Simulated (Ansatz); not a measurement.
A relaxation computed with Ansatz, from input to last step.

```yaml
crystal:
  lattice:
    - [0.0, -6.4579906303, 0.0]
    - [-6.4579906303, 0.0, 0.0]
    - [0.0, 0.0, -7.866827823]
  atoms:
    - { symbol: Si, position: [0.5, 0.5, 0.6654255944] }
    - { symbol: Si, position: [0.5, 0.0, 0.6654255944] }
    - { symbol: Si, position: [0.0, 0.5, 0.6654255944] }
    - { symbol: Si, position: [0.25, 0.25, 0.1654255944] }
    - { symbol: Si, position: [0.0, 0.0, 0.6654255944] }
    - { symbol: Si, position: [0.25, 0.75, 0.1654255944] }
    - { symbol: Si, position: [0.75, 0.25, 0.1654255944] }
    - { symbol: Si, position: [0.75, 0.75, 0.1654255944] }
    - { symbol: Si, position: [0.75, 0.75, 0.8345744056] }
    - { symbol: Si, position: [0.75, 0.25, 0.8345744056] }
    - { symbol: Si, position: [0.25, 0.75, 0.8345744056] }
    - { symbol: Si, position: [0.5, 0.5, 0.3345744056] }
    - { symbol: Si, position: [0.25, 0.25, 0.8345744056] }
    - { symbol: Si, position: [0.5, 0.0, 0.3345744056] }
    - { symbol: Si, position: [0.0, 0.5, 0.3345744056] }
    - { symbol: Si, position: [1.0, 1.0, 0.3345744056] }
    - { symbol: W, position: [0.75, 0.75, 0.5] }
    - { symbol: W, position: [0.75, 0.25, 0.5] }
    - { symbol: W, position: [0.25, 0.75, 0.5] }
    - { symbol: W, position: [0.5, 0.5, 0.0] }
    - { symbol: W, position: [0.25, 0.25, 0.5] }
    - { symbol: W, position: [0.5, 0.0, 0.0] }
    - { symbol: W, position: [0.0, 0.5, 0.0] }
    - { symbol: W, position: [0.0, 1.0, 1.0] }
    - { symbol: W, position: [0.0037025694, 0.7356716883, 0.7374176788] }
basis:
  ecutwfc: 420
  xc_grid: 2
kpoints:
  mp_grid: { grid: [4, 4, 3], shift: [0.5, 0.5, 0.0] }
hamiltonian:
  xc: pbe
scf:
  occupations: { method: gaussian, width: 0.1 }
output:
  forces: true
  stress: false
  eigenvalues: true
  write_density: true
  write_potential: true
  elf: true
  volumetric_format: npy
relax:
  adjacent_minimum: "off"
  f_tol: 0.02
  max_steps: 60
```

```bash
ansatz run input.yaml --threads 4 --pin off --max-ram 10240MiB --backend cpu --events-out ev --progress --plain --runs-dir out
```

Computed with DFT PBE, scalar-relativistic, plane waves, PAW in Ansatz.

The cell holds a point defect: W interstitial, neutral.

Of 7 frames 7 are shown, positions in Å and forces in eV/Å; the SCF threshold varies from step to step. The mark taken_back stands on steps that the optimiser undid.

```xyz
25
Lattice="0.0000 -6.4580 0.0000 -6.4580 0.0000 0.0000 0.0000 0.0000 -7.8668" Properties=species:S:1:pos:R:3:forces:R:3 pbc="T T T" step=1 free_energy_over_end_meV_per_atom=878.07
Si   -3.2290   -3.2290   -5.2348    0.5058   -0.0254   -0.1904
Si    0.0000   -3.2290   -5.2348   -0.4201   -0.0269   -0.1101
Si   -3.2290    0.0000   -5.2348   38.0632    0.5956   13.5848
Si   -1.6145   -1.6145   -1.3014    0.0342   -0.1219   -0.2194
Si    0.0000    0.0000   -5.2348  -20.9546    0.2726    6.3776
Si   -4.8435   -1.6145   -1.3014    0.0021   -0.3093   -0.0818
Si   -1.6145   -4.8435   -1.3014    0.0421    0.1306   -0.2097
Si   -4.8435   -4.8435   -1.3014    0.0008    0.3284   -0.0976
Si   -4.8435   -4.8435   -6.5655   -1.0184   19.3790   -9.3225
Si   -1.6145   -4.8435   -6.5655    0.0809    0.1040    0.1951
Si   -4.8435   -1.6145   -6.5655   -1.2494  -22.3760  -11.0408
Si   -3.2290   -3.2290   -2.6320    0.2074   -0.0157    0.3340
Si   -1.6145   -1.6145   -6.5655    0.0756   -0.1149    0.2111
Si    0.0000   -3.2290   -2.6320   -0.2074   -0.0245    0.2685
Si   -3.2290    0.0000   -2.6320    0.3040   -0.0012    0.2891
Si   -6.4580   -6.4580   -2.6320   -0.3687   -0.0001    0.3037
W    -4.8435   -4.8435   -3.9334    0.0232    2.8210    3.6499
W    -1.6145   -4.8435   -3.9334    0.1051    0.3115    0.0620
W    -4.8435   -1.6145   -3.9334    0.0203   -2.9906    3.9085
W    -3.2290   -3.2290    0.0000    0.1464   -0.0316   -0.1434
W    -1.6145   -1.6145   -3.9334    0.1203   -0.3553    0.1176
W     0.0000   -3.2290    0.0000   -0.0543   -0.0188    0.0908
W    -3.2290    0.0000    0.0000    2.2384   -0.0140   -3.0975
W    -6.4580    0.0000   -7.8668   -1.6388   -0.0130   -2.3509
W    -4.7510   -0.0239   -5.8011  -16.0580    2.4965   -2.5286
25
Lattice="0.0000 -6.4580 0.0000 -6.4580 0.0000 0.0000 0.0000 0.0000 -7.8668" Properties=species:S:1:pos:R:3:forces:R:3 pbc="T T T" step=2 free_energy_over_end_meV_per_atom=324.03
Si   -3.2232   -3.2293   -5.2356    0.6008   -0.0009    0.0285
Si   -0.0053   -3.2293   -5.2346   -0.5813   -0.0081    0.1010
Si   -3.0442    0.0034   -5.1727   15.7946    0.1641    5.2593
Si   -1.6141   -1.6162   -1.3037    0.0070    0.0020   -0.2353
Si   -0.1435    0.0018   -5.1946  -12.7148    0.1196    3.9583
Si   -4.8435   -1.6179   -1.3035    0.0121   -0.0553   -0.2448
Si   -1.6140   -4.8418   -1.3036    0.0080   -0.0079   -0.2311
Si   -4.8435   -4.8400   -1.3034    0.0109    0.0638   -0.2388
Si   -4.8507   -4.7169   -6.6242   -0.3201   10.9229   -5.4407
Si   -1.6134   -4.8404   -6.5654    0.0191    0.3516   -0.0943
Si   -4.8521   -1.7507   -6.6308   -0.3566  -11.6619   -5.8828
Si   -3.2263   -3.2292   -2.6283    0.1075   -0.0090    0.3990
Si   -1.6135   -1.6176   -6.5652    0.0117   -0.3541   -0.0747
Si   -0.0026   -3.2292   -2.6288   -0.0726   -0.0106    0.3876
Si   -3.2254    0.0000   -2.6280    0.0512   -0.0041    0.4418
Si   -6.4618   -6.4580   -2.6284   -0.0706   -0.0036    0.4137
W    -4.8431   -4.8210   -3.9055    0.0131    1.7604    2.0287
W    -1.6128   -4.8367   -3.9293    0.1585    0.8516    0.4071
W    -4.8431   -1.6378   -3.9041    0.0066   -1.8128    2.1035
W    -3.2243   -3.2294   -0.0043    0.6668   -0.0319   -0.2723
W    -1.6127   -1.6216   -3.9289    0.1496   -0.8685    0.4206
W    -0.0042   -3.2294   -0.0024   -0.6318   -0.0376   -0.2108
W    -3.2112   -0.0002   -0.0232    1.4575   -0.0120   -1.6799
W    -6.4719   -0.0002   -7.8858   -1.2557   -0.0111   -1.5474
W    -4.7885   -0.0163   -5.8019   -3.0715    0.6537    0.2041
25
Lattice="0.0000 -6.4580 0.0000 -6.4580 0.0000 0.0000 0.0000 0.0000 -7.8668" Properties=species:S:1:pos:R:3:forces:R:3 pbc="T T T" step=3 free_energy_over_end_meV_per_atom=46.70
Si   -3.1974   -3.2285   -5.2311    0.3565   -0.0103    0.1562
Si   -0.0298   -3.2287   -5.2304   -0.3440   -0.0068    0.1656
Si   -2.8599    0.0011   -5.1192    4.5416    0.0434    1.3198
Si   -1.6151   -1.6087   -1.3158    0.0292    0.1075   -0.2553
Si   -0.3317    0.0019   -5.1302   -3.7026    0.0283    1.0099
Si   -4.8419   -1.6133   -1.3145   -0.0102    0.2341   -0.2124
Si   -1.6151   -4.8501   -1.3158    0.0315   -0.1161   -0.2581
Si   -4.8420   -4.8445   -1.3144   -0.0091   -0.2351   -0.2135
Si   -4.8441   -4.5633   -6.7114   -0.0963    2.9937   -1.6651
Si   -1.6155   -4.8197   -6.5728    0.0506    0.3164   -0.2577
Si   -4.8432   -1.9041   -6.7169   -0.1107   -3.1567   -1.7634
Si   -3.2300   -3.2292   -2.6080    0.0236   -0.0076    0.3574
Si   -1.6155   -1.6389   -6.5725    0.0535   -0.3144   -0.2496
Si    0.0032   -3.2292   -2.6070    0.0052   -0.0103    0.3676
Si   -3.2306   -0.0004   -2.6150   -0.1978    0.0021    0.2763
Si   -6.4568   -6.4583   -2.6140    0.2027    0.0010    0.2982
W    -4.8439   -4.7822   -3.8783    0.0075    0.6412    0.7300
W    -1.6111   -4.7880   -3.8999    0.0880    0.9003    0.5789
W    -4.8445   -1.6764   -3.8768    0.0098   -0.6674    0.7816
W    -3.1772   -3.2299   -0.0271    0.6817   -0.0277   -0.3681
W    -1.6112   -1.6714   -3.8992    0.0919   -0.8846    0.5639
W    -0.0467   -3.2299   -0.0243   -0.7279   -0.0254   -0.3689
W    -3.1772   -0.0003   -0.0457    0.4265   -0.0104   -0.5122
W    -6.5062   -0.0005   -7.9114   -0.3011   -0.0066   -0.3311
W    -4.8057   -0.0113   -5.7845   -1.1001    0.2114   -0.1499
25
Lattice="0.0000 -6.4580 0.0000 -6.4580 0.0000 0.0000 0.0000 0.0000 -7.8668" Properties=species:S:1:pos:R:3:forces:R:3 pbc="T T T" step=4 free_energy_over_end_meV_per_atom=3.83
Si   -3.1774   -3.2289   -5.2260    0.1091   -0.0024    0.1143
Si   -0.0477   -3.2288   -5.2254   -0.1052   -0.0010    0.1068
Si   -2.7756    0.0009   -5.0885    0.3848    0.0031    0.3311
Si   -1.6107   -1.5804   -1.3349   -0.0106   -0.0431   -0.1617
Si   -0.4273    0.0025   -5.0894   -0.4629   -0.0075    0.3868
Si   -4.8418   -1.5871   -1.3259    0.0194    0.0053   -0.0866
Si   -1.6108   -4.8802   -1.3348   -0.0088    0.0438   -0.1628
Si   -4.8416   -4.8718   -1.3264    0.0198   -0.0062   -0.0787
Si   -4.8438   -4.4947   -6.7746    0.0163    0.5990   -0.3520
Si   -1.6127   -4.7992   -6.5856    0.0008    0.2252   -0.1436
Si   -4.8425   -1.9702   -6.7785    0.0033   -0.6197   -0.3597
Si   -3.2402   -3.2298   -2.5728    0.0239    0.0039    0.0935
Si   -1.6123   -1.6599   -6.5849    0.0018   -0.2241   -0.1403
Si    0.0179   -3.2300   -2.5712   -0.0403    0.0018    0.0998
Si   -3.2540   -0.0005   -2.6063    0.0024   -0.0037   -0.0449
Si   -6.4302   -6.4584   -2.5992    0.0074   -0.0040   -0.0746
W    -4.8439   -4.7507   -3.8628    0.0168   -0.1700    0.2055
W    -1.6099   -4.7317   -3.8603    0.0136    0.0654    0.0269
W    -4.8443   -1.7078   -3.8599    0.0209    0.1571    0.2018
W    -3.1262   -3.2307   -0.0580    0.1244   -0.0122    0.1374
W    -1.6096   -1.7272   -3.8605    0.0169   -0.0545    0.0207
W    -0.0979   -3.2307   -0.0564   -0.1336   -0.0061    0.1162
W    -3.1593   -0.0013   -0.0529   -0.0033    0.0023   -0.0242
W    -6.5168   -0.0011   -7.9090   -0.0443    0.0009   -0.1299
W    -4.8303   -0.0062   -5.7921    0.0273    0.0469   -0.0816
25
Lattice="0.0000 -6.4580 0.0000 -6.4580 0.0000 0.0000 0.0000 0.0000 -7.8668" Properties=species:S:1:pos:R:3:forces:R:3 pbc="T T T" step=5 free_energy_over_end_meV_per_atom=0.19
Si   -3.1734   -3.2302   -5.2067    0.0504    0.0005   -0.0049
Si   -0.0483   -3.2301   -5.2071   -0.0503    0.0003   -0.0033
Si   -2.8144   -0.0010   -5.0203   -0.0261   -0.0002    0.1016
Si   -1.6108   -1.5879   -1.3535    0.0002    0.0090   -0.0032
Si   -0.4076   -0.0014   -5.0202    0.0262    0.0026    0.1019
Si   -4.8398   -1.5847   -1.3347    0.0000   -0.0465    0.0540
Si   -1.6107   -4.8719   -1.3536    0.0000   -0.0086   -0.0006
Si   -4.8398   -4.8749   -1.3349    0.0001    0.0446    0.0540
Si   -4.8394   -4.4378   -6.7771   -0.0034   -0.0272   -0.0790
Si   -1.6107   -4.7922   -6.5862    0.0001    0.0555    0.0046
Si   -4.8394   -2.0220   -6.7765   -0.0016    0.0260   -0.0807
Si   -3.2510   -3.2298   -2.5705   -0.0173   -0.0016   -0.0062
Si   -1.6108   -1.6678   -6.5858   -0.0005   -0.0562    0.0014
Si    0.0294   -3.2298   -2.5705    0.0158   -0.0006   -0.0059
Si   -3.2556   -0.0009   -2.5914    0.0455    0.0001   -0.0573
Si   -6.4239   -6.4589   -2.5915   -0.0461   -0.0001   -0.0573
W    -4.8400   -4.7741   -3.8606    0.0029    0.0613    0.0337
W    -1.6108   -4.7255   -3.8587   -0.0002    0.0428   -0.0689
W    -4.8399   -1.6856   -3.8604    0.0016   -0.0620    0.0290
W    -3.1064   -3.2299   -0.0660    0.0504    0.0007    0.0683
W    -1.6109   -1.7348   -3.8589   -0.0008   -0.0405   -0.0657
W    -0.1151   -3.2297   -0.0659   -0.0454   -0.0027    0.0704
W    -3.1562   -0.0011   -0.0636    0.0655    0.0022   -0.0258
W    -6.5231   -0.0009   -7.9306   -0.0686    0.0008   -0.0245
W    -4.8401   -0.0007   -5.8908    0.0014   -0.0002   -0.0357
25
Lattice="0.0000 -6.4580 0.0000 -6.4580 0.0000 0.0000 0.0000 0.0000 -7.8668" Properties=species:S:1:pos:R:3:forces:R:3 pbc="T T T" step=6 free_energy_over_end_meV_per_atom=0.61 taken_back
Si   -3.1768   -3.2287   -5.2280    0.0103   -0.0078    0.0751
Si   -0.0445   -3.2289   -5.2272   -0.0115   -0.0071    0.0706
Si   -2.8329   -0.0008   -4.9715   -0.0183   -0.0007   -0.1999
Si   -1.6111   -1.5971   -1.3560    0.0001    0.0537   -0.0219
Si   -0.3876   -0.0005   -4.9700    0.0179   -0.0018   -0.2041
Si   -4.8397   -1.5988   -1.3401    0.0002    0.0609   -0.0336
Si   -1.6110   -4.8643   -1.3556   -0.0006   -0.0422   -0.0286
Si   -4.8399   -4.8629   -1.3379    0.0012   -0.0528   -0.0489
Si   -4.8401   -4.4471   -6.8109    0.0009    0.0043    0.1462
Si   -1.6107   -4.8031   -6.5698   -0.0027    0.0440   -0.0359
Si   -4.8406   -2.0107   -6.8136    0.0015   -0.0019    0.1493
Si   -3.2449   -3.2311   -2.5746   -0.0387    0.0090    0.0686
Si   -1.6104   -1.6553   -6.5709   -0.0036   -0.0544   -0.0294
Si    0.0233   -3.2310   -2.5744    0.0405    0.0067    0.0641
Si   -3.2498   -0.0015   -2.5824   -0.0309    0.0032    0.0126
Si   -6.4297   -6.4596   -2.5816    0.0305    0.0043    0.0097
W    -4.8394   -4.7686   -3.8582   -0.0061   -0.0475   -0.0181
W    -1.6108   -4.7135   -3.8700   -0.0003    0.0382    0.1757
W    -4.8395   -1.6919   -3.8597   -0.0045    0.0482    0.0016
W    -3.0950   -3.2299   -0.0575    0.0251   -0.0012   -0.1588
W    -1.6107   -1.7458   -3.8698   -0.0012   -0.0408    0.1763
W    -0.1273   -3.2303   -0.0579   -0.0164    0.0041   -0.1544
W    -3.1509   -0.0008   -0.0669   -0.0251   -0.0072   -0.0145
W    -6.5294   -0.0010   -7.9331    0.0304   -0.0060   -0.0255
W    -4.8396   -0.0005   -5.8987    0.0013   -0.0052    0.0237
25
Lattice="0.0000 -6.4580 0.0000 -6.4580 0.0000 0.0000 0.0000 0.0000 -7.8668" Properties=species:S:1:pos:R:3:forces:R:3 pbc="T T T" step=7 free_energy_over_end_meV_per_atom=0.00
Si   -3.1718   -3.2300   -5.2111   -0.0146    0.0006   -0.0041
Si   -0.0498   -3.2299   -5.2111    0.0150    0.0001   -0.0045
Si   -2.8214   -0.0010   -5.0045   -0.0009    0.0004   -0.0016
Si   -1.6107   -1.5895   -1.3563   -0.0010   -0.0016    0.0019
Si   -0.4002   -0.0010   -5.0044    0.0004   -0.0001   -0.0016
Si   -4.8399   -1.5879   -1.3330    0.0016    0.0013   -0.0147
Si   -1.6109   -4.8704   -1.3563    0.0012    0.0022    0.0015
Si   -4.8397   -4.8719   -1.3329   -0.0007   -0.0016   -0.0159
Si   -4.8397   -4.4398   -6.7872    0.0000    0.0006   -0.0015
Si   -1.6109   -4.7907   -6.5807    0.0005   -0.0174    0.0011
Si   -4.8398   -2.0201   -6.7874   -0.0002    0.0000   -0.0010
Si   -3.2515   -3.2300   -2.5695    0.0026    0.0011    0.0000
Si   -1.6107   -1.6691   -6.5809   -0.0006    0.0170    0.0023
Si    0.0299   -3.2299   -2.5695   -0.0026   -0.0010   -0.0002
Si   -3.2527   -0.0009   -2.5924   -0.0026   -0.0012    0.0154
Si   -6.4269   -6.4590   -2.5924    0.0020    0.0011    0.0153
W    -4.8398   -4.7711   -3.8587    0.0005   -0.0037   -0.0189
W    -1.6107   -4.7202   -3.8627   -0.0018   -0.0002    0.0111
W    -4.8397   -1.6887   -3.8587   -0.0011    0.0032   -0.0182
W    -3.1009   -3.2299   -0.0630   -0.0015   -0.0020   -0.0103
W    -1.6109   -1.7397   -3.8627    0.0014   -0.0004    0.0112
W    -0.1207   -3.2301   -0.0630    0.0018    0.0020   -0.0104
W    -3.1516   -0.0010   -0.0670   -0.0053    0.0009    0.0179
W    -6.5280   -0.0008   -7.9338    0.0053   -0.0019    0.0169
W    -4.8398   -0.0010   -5.8972    0.0009    0.0004    0.0084
```

It took 3.6 min on 4 threads of Intel(R) Xeon(R) Platinum 8259CL CPU @ 2.50GHz (Skylake/Cascade Lake), with other jobs on the host, peak memory 1.5 GiB.

Spin–orbit coupling is left out, which can shift energies with elements as heavy as these.